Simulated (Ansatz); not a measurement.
Input and command of a plane-wave DFT calculation in Ansatz:

```yaml
crystal:
  lattice:
    - [0.0, 2.87015, 2.87015]
    - [2.87015, 0.0, 2.87015]
    - [2.87015, 2.87015, 0.0]
  atoms:
    - { symbol: Ag, position: [0.0, 0.0, 0.0] }
    - { symbol: Br, position: [0.5, 0.5, 0.5] }
basis:
  ecutwfc: 420
kpoints:
  mp_grid: { grid: [10, 10, 10] }
hamiltonian:
  xc: pbesol
scf:
  occupations: { method: gaussian, width: 0.02 }
output:
  forces: true
  stress: true
  eigenvalues: true
relax:
  adjacent_minimum: "off"
  f_tol: 0.005
  max_steps: 80
  cell: { stress_tol: 0.05 }
```

```bash
ansatz run input.yaml --threads 2 --pin off --max-ram 5120MiB --backend cpu --events-out ev --progress --plain --runs-dir out
```

Processor: Arm Neoverse N1, 2 threads, on a host shared with other jobs.

Task: How long does it run, and how much memory does it take?

Result: About 7.6 s on 2 threads of Arm Neoverse N1, with other jobs on the host, peak memory 0.34 GiB. It solves 17 bands at 47 k points (the mesh reduced by the symmetry that the task leaves, which can be less than the crystal's) with about 893 plane waves (on the last cell), in 21 SCF iterations over 4 ionic steps.
